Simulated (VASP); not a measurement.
# Al2O3 in VASP: notebook, part 2 of 3

VASP 6.6.1. The steps go on from the part before.

## 4. Single point, PBEsol

This run uses another cell than the first one, of 11.01 Å³/atom, 1.020 times its volume.

INCAR

```
SYSTEM = Al2O3
ALGO     = Normal         ! electronic algorithm
EDIFF    = 1E-7           ! SCF threshold, eV
ENCUT    = 520            ! plane-wave cutoff, eV
GGA      = PS             ! functional
ISIF     = 2              ! what is computed and relaxed
ISMEAR   = 0              ! smearing method
ISYM     = 0            
LASPH    = .True.         ! aspherical terms in the spheres
LCHARG   = .False.        ! write CHGCAR
LREAL    = Auto         
LWAVE    = .False.        ! write WAVECAR
NBANDS   = 49             ! bands
NELM     = 100            ! most SCF steps
PREC     = Accurate       ! precision mode
SIGMA    = 0.1            ! smearing width, eV
```

KPOINTS

```
Automatic mesh
0
Gamma
  2 2 2
  0.5 0.5 0.5
```

POSCAR

```
Al2O3
1.0
    5.4609290544      0.1089253133      0.3468918410
    0.0892171616      5.8030102211     -0.1617919783
    0.3304225986     -0.1780364880      5.2370085206
Al O
6 9
Direct
    0.3294731954      0.4491579876      0.3013142121
    0.7662438601      0.6208579436      0.4034256699
    0.3047464024      0.1244364033      0.7310936269
    0.1804911093      0.6327559383      0.8066956774
    0.8550837440      0.1417011225      1.0219264958
    0.4619651076      0.9356210785      0.1759681454
    0.5674536314      0.0608815595      0.8786752783
    0.7630118487      0.8967601847      0.2586440914
    0.6833118473      0.3925678931      0.1869783234
    1.0694350810      0.9328706520      0.8203594032
    0.0303411082      0.5320129900      0.5265184465
    0.1362022234      0.3401925678     -0.0475515185
    0.4639064118      0.6084353165      0.5805030196
    0.3114853732      0.1501553530      0.3989069162
    0.3054993839      0.6932381177      0.1113070564
```

Started as:

```bash
$ cat potpaw_PBE.64/Al/POTCAR potpaw_PBE.64/O/POTCAR > POTCAR
$ mpirun -np 1 vasp_std > vasp.out
```

Wall time 28 s (1 thread of Intel Xeon 6975P-C (Granite Rapids), shared host); peak memory 0.25 GiB.

Results (log left out):

```yaml
Free_energy: -114.6416 eV
Pressure: 0.2 GPa
Largest_force: 0.037 eV/Å
Band_gap_on_the_k_mesh: 5.49 eV, indirect (least direct gap 5.66 eV)
```

Forces in eV/Å, atoms in the order of the input:
```
Al  -0.013 -0.018 -0.009
Al  -0.001  0.022  0.002
Al   0.017  0.003 -0.024
Al  -0.006 -0.008  0.016
Al   0.004 -0.008 -0.003
Al  -0.022  0.023  0.002
O    0.020  0.013 -0.009
O    0.036 -0.004  0.007
O   -0.014 -0.009 -0.006
O   -0.016 -0.029  0.008
O    0.022 -0.008  0.009
O   -0.008  0.023  0.013
O   -0.002  0.009  0.009
O    0.004  0.016 -0.002
O   -0.022 -0.025 -0.013
```

Stress tensor (GPa, compression positive):
```
 0.23 -0.01  0.00
-0.01  0.29 -0.01
 0.00 -0.01  0.17
```

Levels at points of the mesh, in eV from the valence-band top:
```
           k point  band 33  band 34  band 35  band 36  band 37  band 38  band 39  band 40
(0.25, 0.25, 0.25)    -0.79    -0.63    -0.28    -0.16     5.54     7.12     7.37     7.66
```

Caveat: the k mesh is coarse (spacing up to 0.60 Å⁻¹), so the values aren't converged; the PAW data sets were made with another functional, which shifts forces and pressure a little.

## 5. Relaxation of cell and atoms, PBEsol

This run uses another cell than the first one, of 8.56 Å³/atom, 0.793 times its volume.

INCAR

```
SYSTEM = Al2O3
PREC     = Accurate       ! precision mode
ENCUT    = 600            ! plane-wave cutoff, eV
EDIFF    = 1E-6           ! SCF threshold, eV
ISMEAR   = 0              ! smearing method
SIGMA    = 0.1            ! smearing width, eV
LREAL    = Auto         
LASPH    = .TRUE.         ! aspherical terms in the spheres
NELM     = 100            ! most SCF steps
ALGO     = Normal         ! electronic algorithm
ISIF     = 3              ! what is computed and relaxed
LWAVE    = .FALSE.        ! write WAVECAR
LCHARG   = .FALSE.        ! write CHGCAR
GGA      = PS             ! functional
IBRION   = 2              ! ionic algorithm
NSW      = 90             ! ionic steps
EDIFFG   = -0.04          ! ionic threshold
ISYM     = 0
```

KPOINTS is that of step 4.

POSCAR

```
Al2O3
1.0
    5.5313090000      0.2328140000      0.3683520000
    0.2328140000      4.7570220000     -0.0133400000
    0.3683520000     -0.0133400000      4.9156290000
Al O
6 9
Direct
    0.2962910814      0.3833180498      0.2973479801
    0.8537342886      0.5577810806      0.3502826189
    0.2778337618      0.2544541945      0.8103544077
    0.2890548439      0.7530266036      0.6583923862
    0.8209527280      0.2709601884      0.9057675350
    0.4636024564      0.8770419464      0.1529814466
    0.5664453231      0.0815978624      0.8653860354
    0.7719649835      0.9017160873      0.2346239352
    0.6066545899      0.4469575013      0.1901949101
    0.9975491334      0.9437285744      0.7510994550
    0.0336750137      0.4205154891      0.6043206294
    0.0673478574      0.2371729559      0.1245426331
    0.6121734332      0.6203278778      0.6548005198
    0.3640431510      0.0632567213      0.4671460122
    0.2073276824      0.6997899754      0.0875243394
```

Started as:

```bash
$ cat potpaw_PBE.64/Al/POTCAR potpaw_PBE.64/O/POTCAR > POTCAR
$ mpirun -np 1 vasp_std > vasp.out
```

Wall time 14 min (1 thread of Intel Xeon 6975P-C (Granite Rapids), shared host); peak memory 0.26 GiB.

It converged, with:

| Item | Value |
| --- | --- |
| Free energy | -114.6128 eV |
| Relaxed volume | 10.03 Å³/atom |
| Relaxed cell | a = 5.114 Å, b = 6.022 Å, c = 4.997 Å, α = 94.98°, β = 93.58°, γ = 79.30° |
| Space group after relaxing (to 0.05 Å) | P1 (No. 1) |
| Energy gained by relaxing | 944.2 meV/atom |
| Ionic steps | 72 |
| Pressure after relaxing | 0.0 GPa |
| Largest force after relaxing | 0.034 eV/Å |
| Band gap on the k mesh | 5.98 eV, indirect (least direct gap 6.01 eV) |

Forces in eV/Å, atoms in the order of the input:
```
Al   0.004  0.000  0.008
Al   0.025  0.014  0.003
Al  -0.003 -0.015  0.000
Al  -0.001  0.015  0.011
Al  -0.006 -0.005 -0.028
Al  -0.011  0.019  0.024
O   -0.012 -0.007 -0.029
O    0.006 -0.005  0.000
O    0.000  0.029 -0.018
O    0.008 -0.003  0.001
O   -0.017 -0.008  0.020
O    0.003 -0.005 -0.001
O    0.002 -0.003  0.009
O    0.020 -0.027 -0.004
O   -0.018  0.002  0.004
```

Stress tensor (GPa, compression positive):
```
 0.04  0.00  0.03
 0.00  0.04 -0.12
 0.03 -0.12  0.03
```

Step by step:
```
step  energy change (eV)  largest force (eV/Å)  pressure (GPa)  volume (Å³)
   1              0.0000                5.3267           25.97       128.43
   3             -5.0662                3.4642           -4.32       151.53
   5             -7.3744                3.9245           -6.25       156.45
   7             -8.8731                3.1322            2.71       151.03
   9             -9.7995                3.8047            0.99       151.44
  11            -10.6989                2.5424           -0.71       152.74
  13            -11.3442                1.4299            3.07       152.17
  15            -11.6852                1.0590           -0.30       155.76
  17            -11.9520                1.3005           -0.45       157.91
  19            -12.2952                1.0959            0.94       159.32
  21            -12.6816                1.7558           -2.21       162.79
  23            -13.0040                1.0641           -0.63       161.46
  25            -13.2000                0.8655            2.34       159.83
  27            -13.3498                0.5782           -0.84       162.25
  29            -13.4676                0.8054           -0.11       161.75
  31            -13.5798                0.7365            0.82       161.04
  33            -13.6398                0.5167           -0.42       161.80
  35            -13.7049                0.5223            0.51       161.14
  37            -13.7436                0.3117           -0.27       161.61
  39            -13.7815                0.7007           -0.27       161.26
  41            -13.8143                0.4972           -0.15       160.52
  43            -13.8526                0.4629           -0.06       159.38
  45            -13.8913                0.5019           -0.48       158.19
  47            -13.9301                0.5148            0.25       155.97
  49            -13.9713                0.5618            0.21       154.38
  51            -14.0083                0.4805           -0.20       153.39
  53            -14.0409                0.4176            0.09       152.26
  55            -14.0783                0.4826            0.12       151.40
  57            -14.1018                0.3543           -0.09       151.07
  59            -14.1275                0.4595           -0.01       150.67
  61            -14.1419                0.3087            0.13       150.45
  63            -14.1535                0.2157           -0.08       150.49
  65            -14.1579                0.1820            0.00       150.43
  67            -14.1601                0.0989            0.03       150.40
  69            -14.1613                0.0804            0.00       150.43
  71            -14.1620                0.0846            0.00       150.45
  72            -14.1625                0.0341            0.04       150.46
```

Final structure:
```
CELL_PARAMETERS angstrom
5.07812 0.57890 -0.16877
0.43282 5.99936 -0.28367
-0.12677 -0.19001 4.99198
ATOMIC_POSITIONS crystal
Al 0.34258 0.36252 0.20916
Al 0.82441 0.55587 0.32532
Al 0.17523 0.22343 0.70989
Al 0.27486 0.71460 0.74775
Al 0.83501 0.10923 0.06744
Al 0.46252 0.87881 0.27930
O 0.48623 0.18223 0.91160
O 0.79872 0.84033 0.19654
O 0.68617 0.30470 0.35517
O 0.05351 0.97651 0.79678
O 0.13662 0.50443 0.53468
O 0.99769 0.37816 0.01622
O 0.55540 0.72467 0.56654
O 0.23077 0.11488 0.35978
O 0.36893 0.64128 0.07859
```

Levels at points of the mesh, in eV from the valence-band top:
| k point | band 34 | band 35 | band 36 | band 37 | band 38 | band 39 |
| --- | --- | --- | --- | --- | --- | --- |
| (0.25, 0.25, 0.25) | -0.39 | -0.29 | -0.12 | 6.24 | 7.55 | 7.98 |

Caveat: the k mesh is coarse (spacing up to 0.66 Å⁻¹), so the values aren't converged; the volume moved by over 15 % at a fixed basis, so the end points are rough; the PAW data sets were made with another functional, which shifts forces and pressure a little.

(Part 2 of 3 ends here.)
